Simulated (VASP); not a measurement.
# SnO (P4/nmm) in VASP: settings compared

The runs below take SnO through band structure, with LDA, PBE, PBEsol, r2SCAN, TB-mBJ.

Everything below comes from runs of VASP 6.6.1. Logs are shortened: lines on timing, memory, paths and dates and some standing lists are left out, and cuts for length are marked.

**1. The structure**

Symmetry: P4/nmm, No. 129, tetragonal system. Conventional cell: a = 3.814 Å, b = 3.814 Å, c = 4.887 Å, α = 90.00°, β = 90.00°, γ = 90.00°. Around Sn (site symmetry 4mm) lie 4 O at 2.23 Å. O (site symmetry -4m2) is surrounded by 4 Sn at 2.23 Å.

The cell is a database's computed one.

**2. Band structure, LDA**

Contents of INCAR:

```
PREC = Accurate ; ENCUT = 520
EDIFF = 1E-7 ; ISMEAR = 0
SIGMA = 0.02 ; LREAL = False
LASPH = True ; NELM = 80
ALGO = Normal ; ISIF = 2
LWAVE = False ; LCHARG = False
GGA = CA
```

Contents of KPOINTS:

```
Automatic mesh
0
Gamma
  8 8 6
```

Contents of POSCAR:

```
SnO
1.0
    3.8136952200      0.0000000000      0.0000000000
    0.0000000000      3.8136952200      0.0000000000
    0.0000000000      0.0000000000      4.8869133000
Sn O
2 2
Direct
    0.5000000000      0.0000000000      0.7646261400
    0.0000000000      0.5000000000      0.2353738600
    0.0000000000      0.0000000000      0.0000000000
    0.5000000000      0.5000000000      0.0000000000
```

Contents of KPOINTS_OPT:

```
path GXMGZRAZ,XR,MA
20
line-mode
reciprocal
 0.0000000000  0.0000000000  0.0000000000  G
 0.0000000000  0.5000000000  0.0000000000  X

 0.0000000000  0.5000000000  0.0000000000  X
 0.5000000000  0.5000000000  0.0000000000  M

 0.5000000000  0.5000000000  0.0000000000  M
 0.0000000000  0.0000000000  0.0000000000  G

 0.0000000000  0.0000000000  0.0000000000  G
 0.0000000000  0.0000000000  0.5000000000  Z

 0.0000000000  0.0000000000  0.5000000000  Z
 0.0000000000  0.5000000000  0.5000000000  R

 0.0000000000  0.5000000000  0.5000000000  R
 0.5000000000  0.5000000000  0.5000000000  A

 0.5000000000  0.5000000000  0.5000000000  A
 0.0000000000  0.0000000000  0.5000000000  Z

 0.0000000000  0.5000000000  0.0000000000  X
 0.0000000000  0.5000000000  0.5000000000  R

 0.5000000000  0.5000000000  0.0000000000  M
 0.5000000000  0.5000000000  0.5000000000  A
```

Potentials or basis: VASP PAW LDA potentials, release 64 (Sn_d, O).

On the command line:

```
cat potpaw_LDA.64/Sn_d/POTCAR potpaw_LDA.64/O/POTCAR > POTCAR
mpirun -np 1 vasp_std > vasp.out
```

OUTCAR:

```text
PREC = Accurate
   ENCUT = 520
   EDIFF = 1E-7
   ISMEAR = 0
   LREAL = False
   LASPH = True
   NELM = 80
   ISIF = 2
   GGA = CA

 ion  position               nearest neighbor table
   1  0.500  0.000  0.765-   3 2.23   4 2.23   4 2.23   3 2.23   2 3.54   2 3.54   2 3.54   2 3.54
                             2 3.74   2 3.74   2 3.74   2 3.74
   2  0.000  0.500  0.235-   3 2.23   4 2.23   3 2.23   4 2.23   1 3.54   1 3.54   1 3.54   1 3.54
                             1 3.74   1 3.74   1 3.74   1 3.74
   3  0.000  0.000  0.000-   1 2.23   2 2.23   2 2.23   1 2.23
   4  0.500  0.500  0.000-   1 2.23   2 2.23   1 2.23   2 2.23

  LATTYP: Found a simple tetragonal cell.
 ALAT       =     3.8136952200
 C/A-ratio  =     1.2814116016

  Lattice vectors:

 A1 = (   3.8136952200,   0.0000000000,   0.0000000000)
 A2 = (   0.0000000000,   3.8136952200,   0.0000000000)
 A3 = (   0.0000000000,   0.0000000000,   4.8869133000)

Analysis of symmetry for initial positions (statically):
=====================================================================
 Subroutine PRICEL returns:
 Original cell was already a primitive cell.

 Routine SETGRP: Setting up the symmetry group for a
 simple tetragonal supercell.

 Subroutine GETGRP returns: Found 16 space group operations
 (whereof  8 operations were pure point group operations)
 out of a pool of 16 trial point group operations.

The static configuration has the point symmetry D_2d.
 The point group associated with its full space group is D_4h.

Analysis of symmetry for dynamics (positions and initial velocities):
=====================================================================
 Subroutine PRICEL returns:
 Original cell was already a primitive cell.

 Routine SETGRP: Setting up the symmetry group for a
 simple tetragonal supercell.

 Subroutine GETGRP returns: Found 16 space group operations
 (whereof  8 operations were pure point group operations)
 out of a pool of 16 trial point group operations.

The dynamic configuration has the point symmetry D_2d.
 The point group associated with its full space group is D_4h.

 Subroutine INISYM returns: Found 16 space group operations
 (whereof  8 operations are pure point group operations),
 and found     1 'primitive' translations

----------------------------------------------------------------------------------------

                                     Primitive cell

  volume of cell :      71.0766
[... 87 lines left out ...]
   ISPIN  =      1    spin polarized calculation?
   LNONCOLLINEAR =      F non collinear calculations
   LSORBIT =      F    spin-orbit coupling
   LASPH  =      T    aspherical Exc in radial PAW
   ENCUT  =  520.0 eV  38.22 Ry    6.18 a.u.   7.09  7.09  9.09*2*pi/ulx,y,z
   NELM   =     80;   NELMIN=  2; NELMDL= -5     # of ELM steps
   EDIFF  = 0.1E-06   stopping-criterion for ELM
   LREAL  =      F    real-space projection
   EDIFFG = 0.1E-05   stopping-criterion for IOM
   NSW    =      0    number of steps for IOM
   IBRION =     -1    ionic relax: 0-MD 1-quasi-New 2-CG
   NFREE  =      0    steps in history (QN), initial steepest desc. (CG)
   ISIF   =      2    stress and relaxation
   ISYM   =      2    0-nonsym 1-usesym 2-fastsym
   POTIM  = 0.5000    time-step for ionic-motion
   TEBEG  =    0.0;   TEEND  =   0.0 temperature during run
   PSTRESS=    0.0 pullay stress
   NELECT =      40.0000    total number of electrons
   NUPDOWN=      -1.0000    fix difference up-down
   EMIN   =  10.00;   EMAX   =-10.00  energy-range for DOS
   EFERMI =   0.00;   METHOD = LEGACY
   ISMEAR =     0;   SIGMA  =   0.02  broadening in eV -4-tet -1-fermi 0-gaus
   EFERMI_NEDOS =   21; number of points for ismear=-14 and -15
   IALGO  =     38    algorithm
   IMIX   =      4    mixing-type and parameters
     AMIX     =   0.40;   BMIX     =  1.00
     AMIX_MAG =   1.60;   BMIX_MAG =  1.00
  volume/ion in A,a.u.               =      17.77       119.91
  Fermi-wavevector in a.u.,A,eV,Ry     =   1.351614  2.554180 24.855939  1.826860
  Thomas-Fermi vector in A             =   2.479021
   LORBIT       =      0    0 simple, 1 ext, 2 COOP (PROOUT), +10 PAW based schemes
   GGA     = CA    functional components
   LHFCALC =     F    Hartree Fock is set to
   AEXX    =    0.0000 exact exchange contribution
   IVDW    =     0    specifies the selected vdW correction
   LEPSILON=     F    determine dielectric tensor
   LRPA    =     F    only Hartree local field effects (RPA)
 non-spin polarized calculation
 Gauss-broadening in eV      SIGMA  =   0.02
  energy-cutoff  :      520.00
  volume of cell :       71.08
 maximum number of plane-waves:      1936
   NGX = 15   NGY = 15   NGZ = 19

 number of electron      39.9999977 magnetization

 Free energy of the ion-electron system (eV)
  ---------------------------------------------------
  ext. energy  EPLUGINS =         0.00000000
  ---------------------------------------------------
  free energy    TOTEN  =       -25.69520596 eV

  energy without entropy =      -25.69520596  energy(sigma->0) =      -25.69520596

 E-fermi :   6.7127     XC(G=0): -10.5846

 val. band max:        6.6247012316   @ k =   0.1250   0.0000   0.0000
 cond. band min:       6.8306253733   @ k =   0.5000   0.5000   0.0000
 fundamental gap:      0.2059241417
 Fermi energy:         6.7127219826

 k-point     1 :       0.0000    0.0000    0.0000
  band No.  band energies     occupation
      1     -15.1667      2.00000
      2     -14.7499      2.00000
      3     -14.7499      2.00000
      4     -14.7464      2.00000
      5     -14.6968      2.00000
      6     -14.6935      2.00000
[... 637 lines left out ...]
     23      11.6933      0.00000
     24      11.6933      0.00000

 [... further k-points ...]
[... 5 lines left out ...]
  --------------------------------------------------------------------------------------
  -------------------------------------------------------------------------------------
  Total       -1.3992572     -1.3992572     -1.1724761      0.0000000      0.0000000      0.0000000
  in kB      -31.5414413    -31.5414413    -26.4294409      0.0000000      0.0000000      0.0000000
  external PRESSURE =     -29.8374412 kB  Pullay stress =       0.0000000 kB

 VOLUME and BASIS-vectors are now :
 -----------------------------------------------------------------------------
  energy-cutoff  :      520.00
  volume of cell :       71.08
      direct lattice vectors                 reciprocal lattice vectors
     3.813695220  0.000000000  0.000000000     0.262212878  0.000000000  0.000000000
     0.000000000  3.813695220  0.000000000     0.000000000  0.262212878  0.000000000
     0.000000000  0.000000000  4.886913300     0.000000000  0.000000000  0.204628144

 POSITION                                       TOTAL-FORCE (eV/Angst)
 -----------------------------------------------------------------------------------
      1.90685      0.00000      3.73666        -0.000000      0.000000      0.130174
      0.00000      1.90685      1.15025         0.000000      0.000000     -0.130174
      0.00000      0.00000      0.00000        -0.000000      0.000000      0.000000
      1.90685      1.90685      0.00000         0.000000      0.000000      0.000000
 -----------------------------------------------------------------------------------
    total drift:                                0.000000      0.000000      0.000000

  FREE ENERGIE OF THE ION-ELECTRON SYSTEM (eV)
  ---------------------------------------------------
  free  energy   TOTEN  =       -25.6952059636 eV

  energy  without entropy=      -25.6952059636  energy(sigma->0) =      -25.69520596
```

Wall time 3 min (1 thread of Intel Xeon Platinum 8375C at 2.90GHz (Ice Lake), shared host); peak memory 0.26 GiB.

Results:

```yaml
Free_energy: -25.6952 eV
Pressure: -3.0 GPa
Largest_force: 0.130 eV/Å
Band_gap_on_the_k_mesh: 0.21 eV, indirect (least direct gap 1.96 eV)
Band_gap_along_the_path: 0.19 eV, indirect (least direct gap 1.95 eV)
```

Forces on the atoms (eV/Å):
```
Sn   0.000  0.000  0.130
Sn   0.000  0.000 -0.130
O    0.000  0.000  0.000
O    0.000  0.000  0.000
```

Levels at the corners of the path, in eV from the valence-band top:
```
point  band 17  band 18  band 19  band 20  band 21  band 22  band 23  band 24
    Γ    -3.41    -3.12    -3.12    -0.02     2.02     4.13     4.76     4.76
    X    -4.81    -4.81    -2.60    -2.60     3.11     3.11     5.83     5.87
    X    -4.81    -4.81    -2.60    -2.60     3.11     3.11     5.84     5.89
    M    -2.45    -2.45    -1.84    -1.84     0.19     0.19     4.41     4.41
    M    -2.45    -2.45    -1.84    -1.84     0.19     0.19     4.41     4.41
    Γ    -3.41    -3.12    -3.12    -0.02     2.02     4.13     4.76     4.76
    Γ    -3.41    -3.12    -3.12    -0.02     2.02     4.13     4.76     4.76
    Z    -3.18    -3.14    -3.14    -2.13     1.52     3.00     3.00     3.69
    Z    -3.18    -3.14    -3.14    -2.13     1.52     3.00     3.00     3.69
    R    -4.77    -4.77    -1.67    -1.67     2.53     2.53     5.43     5.43
    R    -4.77    -4.77    -1.67    -1.67     2.53     2.53     5.43     5.43
    A    -2.60    -2.60    -2.45    -2.45     2.44     2.44     3.92     3.92
    A    -2.60    -2.60    -2.45    -2.45     2.44     2.44     3.92     3.92
    Z    -3.18    -3.14    -3.14    -2.13     1.52     3.00     3.00     3.69
    X    -4.81    -4.81    -2.60    -2.60     3.11     3.11     5.83     5.87
    R    -4.77    -4.77    -1.67    -1.67     2.53     2.53     5.43     5.43
    M    -2.45    -2.45    -1.84    -1.84     0.19     0.19     4.41     4.41
    A    -2.60    -2.60    -2.45    -2.45     2.44     2.44     3.92     3.92
```

Caveat: spin-orbit coupling is left out, which moves the levels of the heavy elements.

**3. Band structure, PBE**

Changes to INCAR since step 2:

```diff
@@ -6,2 +6,2 @@
 LWAVE = False ; LCHARG = False
-GGA = CA
+GGA = PE
```

KPOINTS is that of step 2.

POSCAR is that of step 2.

KPOINTS_OPT is that of step 2.

Potentials or basis: VASP PAW PBE potentials, release 64 (Sn_d, O).

On the command line:

```
cat potpaw_PBE.64/Sn_d/POTCAR potpaw_PBE.64/O/POTCAR > POTCAR
mpirun -np 1 vasp_std > vasp.out
```

Run time: 3.4 min. Hardware: 1 thread of Intel Xeon Platinum 8375C at 2.90GHz (Ice Lake), shared host; peak memory 0.28 GiB.

It converged, with:

```
Free energy             : -22.6851 eV
Pressure                : 3.8 GPa
Largest force           : 0.455 eV/Å
Band gap on the k mesh  : 0.16 eV, indirect (least direct gap 2.03 eV)
Band gap along the path : 0.15 eV, indirect (least direct gap 2.01 eV)
```

Forces in eV/Å, atoms in the order of the input:
```
Sn   0.000  0.000 -0.455
Sn   0.000  0.000  0.455
O    0.000  0.000  0.000
O    0.000  0.000  0.000
```

Stress tensor (GPa, compression positive):
```
4.14 0.00 0.00
0.00 4.14 0.00
0.00 0.00 3.22
```

Levels at the corners of the path, in eV from the valence-band top:
```
point  band 18  band 19  band 20  band 21  band 22  band 23
    Γ    -3.18    -3.18    -0.01     2.04     4.26     4.73
    X    -4.84    -2.67    -2.67     3.14     3.14     5.91
    X    -4.84    -2.67    -2.67     3.14     3.14     5.92
    M    -2.52    -1.88    -1.88     0.15     0.15     4.47
    M    -2.52    -1.88    -1.88     0.15     0.15     4.47
    Γ    -3.18    -3.18    -0.01     2.04     4.26     4.73
    Γ    -3.18    -3.18    -0.01     2.04     4.26     4.73
    Z    -3.20    -3.20    -2.21     1.68     3.03     3.03
    Z    -3.20    -3.20    -2.21     1.68     3.03     3.03
    R    -4.81    -1.74    -1.74     2.53     2.53     5.46
    R    -4.81    -1.74    -1.74     2.53     2.53     5.46
    A    -2.63    -2.52    -2.52     2.38     2.38     3.96
    A    -2.63    -2.52    -2.52     2.38     2.38     3.96
    Z    -3.20    -3.20    -2.21     1.68     3.03     3.03
    X    -4.84    -2.67    -2.67     3.14     3.14     5.91
    R    -4.81    -1.74    -1.74     2.53     2.53     5.46
    M    -2.52    -1.88    -1.88     0.15     0.15     4.47
    A    -2.63    -2.52    -2.52     2.38     2.38     3.96
```

Caveat: spin-orbit coupling is left out, which moves the levels of the heavy elements.

(Continued in part 2 of 2.)
